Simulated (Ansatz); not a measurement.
# Ti: LAPW beside PAW

Aim: solve Ti at one geometry with LAPW, all electrons, PAW on the default files and all-electron PAW on datasets made for the crystal, and see where they agree.

This is Ti in the bcc structure; at room conditions it is hcp.

Program: Ansatz 0.2.0. Level of theory: DFT PBE, scalar-relativistic. These are calculated values, not measurements.

### 1 The system as given

It takes space group Im-3m (No. 229, cubic). The conventional cell has a = 3.282 Å, b = 3.282 Å, c = 3.282 Å, α = 90.00°, β = 90.00°, γ = 90.00°. Around Ti (site symmetry m-3m) lie 8 Ti at 2.84 Å.

Coordinates:

```cif
data_structure
_symmetry_space_group_name_H-M 'Im-3m'
_symmetry_Int_Tables_number 229
_cell_length_a 3.2820
_cell_length_b 3.2820
_cell_length_c 3.2820
_cell_angle_alpha 90.000
_cell_angle_beta 90.000
_cell_angle_gamma 90.000
_cell_volume 35.35
loop_
_atom_site_label
_atom_site_type_symbol
_atom_site_symmetry_multiplicity
_atom_site_Wyckoff_symbol
_atom_site_fract_x
_atom_site_fract_y
_atom_site_fract_z
_atom_site_occupancy
Ti1 Ti 2 a 0.00000 0.00000 0.00000 1
```

The file gives the conventional cell by its symmetry; the runs use the cell typed in the input.

The cell is a measured one (Crystallography Open Database entry 9012924); the temperature and pressure of the measurement aren't taken into account, and nothing was relaxed.

### 2 LAPW, all electrons

Input file input.yaml:

```yaml
crystal:
  lattice:
    - [-1.641, 1.641, 1.641]
    - [1.641, -1.641, 1.641]
    - [1.641, 1.641, -1.641]
  atoms:
    - { symbol: Ti, position: [0.0, 0.0, 0.0] }
kpoints:
  mp_grid: { grid: [14, 14, 14] }
  band_path:
    path:
      - [0.0, 0.0, 0.0]
      - [0.5, -0.5, 0.5]
      - [0.0, 0.0, 0.5]
      - [0.0, 0.0, 0.0]
      - [0.25, 0.25, 0.25]
      - [0.5, -0.5, 0.5]
      - [0.25, 0.25, 0.25]
      - [0.0, 0.0, 0.5]
    npoints: 8
scf:
  occupations: { method: fermi_dirac, width: 0.05 }
hamiltonian:
  xc: pbe
  pseudopotentials: { kind: all_electron, lapw: { basis_error: 0.00025 } }
output:
  forces: true
  stress: true
  eigenvalues: true
  populations: true
  dos: { projected: true, de: 0.2, e_range: [-14, 8] }
```

The log of the run:

```text
Ti: projections on atomic orbitals take those of the free atom 1s2 2s2 2p6 3s2 3p6 3d2 4s2, of charge +0.00 (hamiltonian.pseudopotentials.projection_atoms)
LAPW: plane waves up to 8.313 Å⁻¹, error target 2.5e-4 eV per atom; small_component_spin mean_spin; Ti in spheres of 1.421 Å, 12 of its electrons in bands, Dirac shells []
Engine: ansatz 0.2.0
Pseudopotentials: kind: all_electron
Pseudopotential: Ti, LAPW, valence charge 12, Koelling and Harmon's equation, gaussian nucleus
Functional definition: PBE
  parameter kappa = 0.804
  parameter beta = 0.06672455060314922
  exchange = pbe_x(kappa = kappa, mu = beta*pi^2/3)
  correlation = pbe_c(beta = beta)
Crystal: 1 atoms, lattice volume = 17.676 Å³
Basis set: ecut = 263.3031996914074 eV, 177 PW (Γ), exchange–correlation at level 2
Bands: 10, of which v1, the nominal top of the filled ones, is band 6 counted from 1 (5 counted from 0)
Symmetry: 48 space group operations
Space group: Im-3m (ITA 229), of the structure as read, at distance tolerance 2.6e-5 Å
k-points: 104 of 2744
Non-local potential: Ti, projectors of the file, none
Initial density: superposition of atomic densities (chi_scale 0.1, normalization cell)
Initial wavefunctions: plane waves of lowest kinetic energy (no species holds an atomic orbital)
Functional: x = pbe(κ = 0.804, μ = 0.2195149727645171), c = pbe(β = 0.06672455060314922)
iter 1 solved again at ethr=6.13e-4 eV; its pass at ethr=1.00e-1 eV (dr2=7.36e-2 eV) is discarded
SCF iter   1: F=—  HF=-23233.388514 eV  |F-HF|=—  |Δ(HF+E_count)|=         —  Δρ=2.35e-2  dr2=7.41e-2  ethr=6.13e-4  ⟨swp⟩=2.8  Hψ=7677  notcnv=0
preconditioner: auto → none  [metal: Δε(μ)=0.026 eV  Ē_g=4.413 eV  σ=0.050 eV  W_gap=0.13  n_scr=0 (ndim 8)  ℏωp=17.7 eV  f_vac=0.000  D(μ)=2.42/eV (n_scr^D=42)]
iter 2 solved again at ethr=2.05e-6 eV; its pass at ethr=6.13e-4 eV (dr2=2.47e-4 eV) is discarded
SCF iter   2: F=—  HF=-23233.244149 eV  |F-HF|=—  |Δ(HF+E_count)|=   1.44e-1  Δρ=1.53e-3  dr2=2.45e-4  ethr=2.05e-6  ⟨swp⟩=2.8  Hψ=5791  notcnv=0
SCF iter   3: F=—  HF=-23233.225280 eV  |F-HF|=—  |Δ(HF+E_count)|=   1.89e-2  Δρ=2.88e-3  dr2=1.10e-3  ethr=2.04e-6  ⟨swp⟩=3.0  Hψ=3671  notcnv=0
SCF iter   4: F=—  HF=-23233.225220 eV  |F-HF|=—  |Δ(HF+E_count)|=   5.93e-5  Δρ=1.48e-4  dr2=2.46e-6  ethr=2.04e-6  ⟨swp⟩=2.0  Hψ=3061  notcnv=0
SCF iter   5: F=—  HF=-23233.225219 eV  |F-HF|=—  |Δ(HF+E_count)|=   1.41e-6  Δρ=4.39e-5  dr2=2.47e-7  ethr=2.05e-8  ⟨swp⟩=3.0  Hψ=3253  notcnv=0
SCF iter   6: F=-23233.225218 eV  HF=-23233.225218 eV  |F-HF|=1.81e-8  |Δ(HF+E_count)|=   5.42e-7  Δρ=5.07e-6  dr2=3.15e-9  ethr=2.06e-9  ⟨swp⟩=2.0  Hψ=3060  notcnv=0
SCF 1 converged in 6 iterations: F = -23233.225218 eV  dr2 = 3.15e-9
NSCF: frozen V_eff on 57 k-points
SCF converged after 6 iterations
Free energy (F): -23233.225218 eV
Harris-Foulkes:  -23233.225218 eV  (|F-HF|=1.81e-8)
Internal energy: -23233.204541 eV  (E = F + TS)
E sigma→0 (E₀):  -23233.214879 eV
Entropy (-TS):   -0.020678 eV (-20.678 meV/atom)
Fermi energy:    13.253184 eV
--- Per-component energies (eV) ---
  E_band       = -155.371203
  E_kinetic    = 23456.716251
  E_xc         = -1147.878660
  E_electrostatic = -45542.042131  (all electrons and nuclei)
  E_smearing   = -0.020678  (= −TS)
  E_closure    = 0.000000  (closes the sum)
  E_atoms      = -23226.621050  (free atoms, spherical and without spin; not in F)
  Σ components = -23233.225218   (vs F -23233.225218, Δ=0.00e0)
  Basis errors (estimates in eV, not in F): energy 2.8e-5 per atom: plane waves 2.2e-5 (1.2e-5 summed), levels above the bands 7.6e-70, relativity 2.8e-9, radial functions 5.8e-6, core shells 4.1e-8; eigenvalues (radial functions only) 2.3e-7; not estimated: angular momenta, meshes, grids; target (lapw.basis_error) 2.5e-4; muffin-tin radii Ti 1.421 Å
--- Forces (eV/Å), atoms counted from 1 ---
  atom   1  Ti    -0.00000000     0.00000000     0.00000000
  max |Σ_I F_I| component: 2.47e-32 eV/Å
--- Stress (GPa, compression-positive) ---
       -2.404344       0.000000      -0.000000
        0.000000      -2.404344       0.000000
       -0.000000       0.000000      -2.404344
  P = ⅓ Tr σ = -2.4043 GPa (-24.043 kbar)
--- Band table (eV; the first three rows and the last of 104) ---
  k-point 0: bands = ["-43.2662", "-19.1567", "-19.1567", "-19.1567", "7.3693", "14.2367", "14.2367", "14.2367", "15.9599", "15.9599"]
  k-point 1: bands = ["-43.2601", "-19.1895", "-19.1668", "-19.1569", "7.5405", "14.1592", "14.2143", "14.3606", "15.8710", "15.9647"]
  k-point 2: bands = ["-43.2432", "-19.2808", "-19.1952", "-19.1574", "8.0348", "13.9489", "14.1032", "14.7207", "15.7052", "15.9838"]
  k-point 103: bands = ["-43.0563", "-19.5958", "-19.5958", "-19.5958", "11.2119", "11.2119", "17.1023", "17.1023", "17.1023", "21.4880"]
--- Löwdin populations: 1 site ---
  site symbol       q [e]
     0     Ti     21.8761
  spilling = 0.005634 (of n_electrons = 22.000000)
```

Run time: 7.4 s. Hardware: 1 thread, shared host.

Read from it: pressure -2.40 GPa; no gap.

Levels at the path's labelled points, in eV from the Fermi level:

| point | band 3 | band 4 | band 5 | band 6 | band 7 | band 8 | band 9 |
| --- | --- | --- | --- | --- | --- | --- | --- |
| Γ | -32.41 | -32.41 | -5.88 | 0.98 | 0.98 | 0.98 | 2.71 |
| H | -32.85 | -32.85 | -2.04 | -2.04 | 3.85 | 3.85 | 3.85 |
| N | -32.61 | -32.41 | -2.40 | -0.37 | 1.09 | 2.69 | 3.03 |
| Γ | -32.41 | -32.41 | -5.88 | 0.98 | 0.98 | 0.98 | 2.71 |
| P | -32.72 | -32.72 | -0.60 | -0.60 | -0.60 | 3.09 | 3.09 |
| H | -32.85 | -32.85 | -2.04 | -2.04 | 3.85 | 3.85 | 3.85 |
| P | -32.72 | -32.72 | -0.60 | -0.60 | -0.60 | 3.09 | 3.09 |
| N | -32.61 | -32.41 | -2.40 | -0.37 | 1.09 | 2.69 | 3.03 |

States per cell, counted by energy window (eV from the Fermi level, on a grid of 0.20 eV):

| from | to | total | Ti 3d | Ti 4s |
| --- | --- | --- | --- | --- |
| -6 | -5 | 0.04 | 0.00 | 0.04 |
| -5 | -4 | 0.12 | 0.00 | 0.11 |
| -4 | -3 | 0.22 | 0.03 | 0.18 |
| -3 | -2 | 0.55 | 0.26 | 0.27 |
| -2 | -1 | 1.15 | 0.93 | 0.19 |
| -1 | 0 | 1.68 | 1.56 | 0.03 |
| 0 | 1 | 1.93 | 1.67 | 0.10 |
| 1 | 2 | 0.55 | 0.54 | 0.00 |
| 2 | 3 | 2.19 | 2.15 | 0.01 |
| 3 | 4 | 2.23 | 2.09 | 0.10 |
| 4 | 5 | 0.55 | 0.35 | 0.12 |

### 3 PAW on the default files

input.yaml, as its differences from that of step 2:

```diff
@@ -24,3 +24,3 @@
   xc: pbe
-  pseudopotentials: { kind: all_electron, lapw: { basis_error: 0.00025 } }
+  pseudopotentials: { kind: paw }
 output:
@@ -29,3 +29,5 @@
   eigenvalues: true
+  efg: { contact_densities: true }
   populations: true
+  bader: true
   dos: { projected: true, de: 0.2, e_range: [-14, 8] }
```

The log of the run, cut to the lines that bear on the results:

```text
[...]
Pseudopotentials: kind: paw
Pseudopotential: Ti, paw, valence charge 12, recommended cutoff 420 eV (normal)
[... 1 set-up line as earlier in the session ...]
[...]
Crystal: 1 atoms, lattice volume = 17.676 Å³
Basis set: ecut = 420 eV, 369 PW (Γ), exchange–correlation on 40×40×40 points (8 copies of the dense FFT grid, shifted against one another)
Bands: 10, of which v1, the nominal top of the filled ones, is band 6 counted from 1 (5 counted from 0)
[... 2 set-up lines as earlier in the session ...]
k-points: 104 of 2744
[...]
SCF iter   1: F=—  HF=-2499.561552 eV  |F-HF|=—  |Δ(HF+E_count)|=         —  Δρ=2.11e-3  dr2=6.74e-4  ethr=1.77e-3  ⟨swp⟩=4.3  Hψ=5533  notcnv=0
[...]
  atom   1  Ti    -0.00000000    -0.00000000    -0.00000000
[...]
--- Stress (GPa, compression-positive) ---
       -2.398176       0.000000      -0.000000
        0.000000      -2.398176      -0.000000
       -0.000000      -0.000000      -2.398176
  P = ⅓ Tr σ = -2.3982 GPa (-23.982 kbar)
--- PAW observables at the nuclei: V_zz in 10²¹ V/m², potentials from the cell's mean, atoms counted from 1 ---
  atom   1  Ti V_zz =    +0.000000   η = 0.0000   by run symmetry: forbidden
            electrostatic potential = -2530.919649 V   contact ρ = 56790.500441 e/Å³
--- Band table (eV; the first three rows and the last of 104) ---
  k-point 0: bands = ["-43.6709", "-19.5610", "-19.5610", "-19.5610", "6.9622", "13.8300", "13.8300", "13.8300", "15.5534", "15.5534"]
[...]
--- Löwdin populations: 1 site ---
  site symbol       q [e]
     0     Ti     11.8683
  spilling = 0.010978 (of n_electrons = 12.000000)
--- Bader charges: 1 site ---
  site symbol  charge [e]  shift [e]
     0     Ti      0.0000     0.0000
  estimated error of the sums over rays = 2.6e-7 e
```

Run time: 5.4 s. Hardware: 1 thread, shared host.

In short: pressure -2.40 GPa; no gap.

### 4 All-electron PAW on datasets made for the crystal

input.yaml, as its differences from that of step 3:

```diff
@@ -24,3 +24,3 @@
   xc: pbe
-  pseudopotentials: { kind: paw }
+  pseudopotentials: { kind: all_electron, datasets: crystal }
 output:
@@ -30,4 +30 @@
   efg: { contact_densities: true }
-  populations: true
-  bader: true
-  dos: { projected: true, de: 0.2, e_range: [-14, 8] }
```

The log of the run, cut to the lines that bear on the results:

```text
[...]
band count auto-derived: 7 (N_el = 4.0; filled up to band 2; 6 by the electrons, moments and atoms)
[...]
[... 1 set-up line as earlier in the session ...]
Pseudopotential: Ti, paw, valence charge 12, recommended cutoff 260 eV (normal), Koelling and Harmon's equation, gaussian nucleus
[... 1 set-up line as earlier in the session ...]
[...]
Crystal: 1 atoms, lattice volume = 17.676 Å³
Basis set: ecut = 260 eV, 177 PW (Γ), exchange–correlation on 30×30×30 points (8 copies of the dense FFT grid, shifted against one another)
Bands: 7, of which v1, the nominal top of the filled ones, is band 2 counted from 1 (1 counted from 0)
[... 2 set-up lines as earlier in the session ...]
k-points: 104 of 2744
[...]
SCF iter   1: F=—  HF=-23233.443975 eV  |F-HF|=—  |Δ(HF+E_count)|=         —  Δρ=5.82e-2  dr2=6.45e-1  ethr=1.62e-2  ⟨swp⟩=2.1  Hψ=4481  notcnv=0
[...]
Fermi energy:    13.253075 eV
[...]
  The terms above E_closure are by the made datasets' own strengths, without shells solved beside the bands.
--- Forces (eV/Å), atoms counted from 1 ---
  atom   1  Ti    -0.00000000    -0.00000000     0.00000000
[...]
--- Stress (GPa, compression-positive) ---
       -2.403971       0.000000       0.000000
        0.000000      -2.403971      -0.000000
       -0.000000      -0.000000      -2.403971
  P = ⅓ Tr σ = -2.4040 GPa (-24.040 kbar)
  It holds what live shells' own plane waves past their cutoff add
--- PAW observables at the nuclei: V_zz in 10²¹ V/m², potentials from the cell's mean, atoms counted from 1 ---
  atom   1  Ti V_zz =    -0.000000   η = 0.0000   by run symmetry: forbidden
            electrostatic potential = -2530.852268 V   contact ρ = 56837.896072 e/Å³
--- Band table (eV; the first three rows and the last of 104) ---
  k-point 0: bands = ["7.3693", "14.2366", "14.2366", "14.2366", "15.9597"]
[...]
```

Wall time 4.2 s (1 thread, shared host).

Read from it: pressure -2.40 GPa; no gap.

| atom | contact density (e/Å³) |
| --- | --- |
| Ti | 56837.9 |

### 5 Comparison

```
          method  pressure (GPa)  SCF cycles, all passes
            LAPW           -2.40                       6
             PAW           -2.40                       6
crystal datasets           -2.40                       7
```

### 6 Outcome

| quantity | value |
| --- | --- |
| pressure | LAPW -2.40, PAW -2.40, crystal datasets -2.40 GPa |
| gap (LAPW) | none |

At this geometry the cell is under tension of 2.4 GPa, so it would shrink if let go. There is no gap at this level; the crystal is a metal here. Within 0.3 eV of the Fermi level the largest projected share is Ti 3d (94 %). The projection holds only the free atom's occupied shells (Ti 4s, Ti 3d in this range). In pressure, PAW differs from LAPW by less than 0.01 GPa.
